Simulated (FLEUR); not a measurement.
# TaN: single point with PBEsol

The system is TaN.

```
Ta N
1.0
     0.00000    2.21132    2.21132
     2.21132    0.00000    2.21132
     2.21132    2.21132    0.00000
Ta N
1 1
Direct
  0.51353 0.48421 0.52898
  0.98710 0.98530 0.01570
```

The cell comes from a database or a generator and needn't be the stable form of this composition.

The cell isn't the ideal one: atoms moved at random, drawn with an rms of 0.05 Å.

| Property | Result |
| --- | --- |
| Program | FLEUR MaX-R8.1 (later development tree) |
| Task | single point |
| Functional | PBEsol |
| Potentials or basis | all-electron |
| Basis | FLAPW |
| Kmax | 5 1/bohr |
| k mesh | 10 × 10 × 10 |
| Occupations | fermi-dirac, width 0.05 eV |
| Spin | no spin polarisation |

```yaml
Largest_force: 0.770 eV/Å
Band_gap_on_the_k_mesh: none (metal or under the smearing width)
Valence_electrons_inside_the_program's_atomic_spheres: Ta 24.34; N 3.44 (radii Ta 2.32, N 1.44 bohr)
```

Forces on the atoms (eV/Å):
```
Ta  -0.191 -0.625 -0.408
N    0.191  0.623  0.408
```

Levels at points of the mesh, in eV from the Fermi level:
```tsv
k point	band 14	band 15	band 16	band 17	band 18	band 19
(0.00, 0.00, 0.00)	-4.02	-3.96	-2.07	-1.85	-1.70	0.12
(0.00, 0.00, 0.50)	-7.46	-7.41	1.78	1.80	1.96	3.58
(0.00, 0.50, 0.00)	-7.45	-7.40	1.77	1.82	1.94	3.55
(0.00, 0.50, 0.50)	-5.87	-4.63	-4.04	2.12	3.47	3.47
(0.50, 0.00, 0.00)	-7.48	-7.44	1.79	1.82	1.98	3.65
(0.50, 0.00, 0.50)	-5.60	-4.60	-4.34	2.08	3.47	3.47
(0.50, 0.50, 0.00)	-5.79	-4.61	-4.14	2.11	3.47	3.47
(0.50, 0.50, 0.50)	-7.50	-7.49	1.83	1.87	1.94	3.77
```

Core levels (eV from the Fermi level):
```tsv
atom	levels
1 Ta	1s1/2 -67251.5, 2s1/2 -11544.4, 2p1/2 -11032.8, 2p3/2 -9763.2, 3s1/2 -2641.7, 3p1/2 -2414.4, 3p3/2 -2141.1, 4s1/2 -535.5, 3d3/2 -1757.5, 3d5/2 -1698.0, 4p1/2 -441.9, 4p3/2 -378.9, 4d3/2 -225.1, 4d5/2 -213.5
2 N	1s1/2 -377.0
```

Run time: 21 min on 1 thread of Arm Neoverse V2, on a shared host, peak memory 0.21 GiB.

Spin-orbit coupling is left out, which matters for the levels of Ta.
